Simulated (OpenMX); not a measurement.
The system is MoSe2.

```
Mo Se
1.0
     3.28800    0.00000    0.00000
    -1.64400    2.84749    0.00000
     0.00000    0.00000   12.90000
Mo Se
2 4
Direct
  0.66667 0.33333 0.75000
  0.33333 0.66667 0.25000
  0.66667 0.33333 0.37500
  0.33333 0.66667 0.87500
  0.66667 0.33333 0.12500
  0.33333 0.66667 0.62500
```

Base run:

```yaml
Program: OpenMX 3.8.5
Functional: PBE
Potentials_or_basis: OpenMX 2013 PBE set, Mo7.0-s3p2d2, Se7.0-s3p2d2, grid cutoff 400 Ry
k_mesh: 9 × 9 × 3
Occupations: fermi-dirac, width 0.05 eV
Spin: no spin polarisation
```

Its results: band gap on the k mesh 0.92 eV, indirect (least direct gap 1.39 eV); pressure 9.9 GPa; largest force 1.461 eV/Å.

Q: The run is repeated on the same cell with these changes: functional from PBE to LDA; potentials or basis from OpenMX 2013 PBE set, Mo7.0-s3p2d2, Se7.0-s3p2d2, grid cutoff 400 Ry to OpenMX 2013 LDA set, Mo7.0-s3p2d2, Se7.0-s3p2d2, grid cutoff 400 Ry. What comes out?

A: Band gap on the k mesh 0.90 eV, indirect (least direct gap 1.39 eV); pressure 2.3 GPa; largest force 0.935 eV/Å.

Caveats: the cell's inner coordinates are idealised or old, which leaves forces on the atoms; the basis of atomic orbitals isn't converged, which shifts pressures, moduli and gaps; this functional lacks dispersion, which binds the layers, so the pressure and a relaxed spacing across them are unreliable (some runs).

A k mesh can miss the band edges.
